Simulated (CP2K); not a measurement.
Runs of CP2K 2026.2 on BAs. Symmetry: F-43m, No. 216, cubic system. The conventional cell has a = 4.777 Å, b = 4.777 Å, c = 4.777 Å, α = 90.00°, β = 90.00°, γ = 90.00°. As (site symmetry -43m) has 4 B at 2.07 Å as nearest neighbours. B (site symmetry -43m) has 4 As at 2.07 Å as nearest neighbours. 

| level | cutoff of the non-local correlation (Ry) | gap on the mesh (eV) | pressure (GPa) |
| --- | --- | --- | --- |
| optB88-vdW | 300 | 1.34 | 4.5 |
| MS2 | - | (a) | 1.7 |
| AM05 | - | 1.08 | 2.3 |
| BLYP | - | 1.47 | 7.6 |
| LDA | - | (c) | (b) |

Alike in all rows: task atomic charges; potentials or basis POTENTIAL_UZH As GTH-PBE-q5, B GTH-PBE-q3; TZVP-MOLOPT-PBE-GTH basis; no spin polarisation; cell as given; k mesh 10 × 10 × 10; smearing fermi-dirac 0.05 eV.

Q: Fill in the values left out.

A: (a) 1.78; (b) 2.4; (c) 1.03.

Caveats: the potentials were made for another functional, which shifts forces and pressure; the basis of atomic orbitals isn't converged, which shifts pressures, moduli and gaps.

A k mesh can miss the band edges, and the runs leave out spin-orbit coupling on As.

Runs at the PBE level aren't shown here.
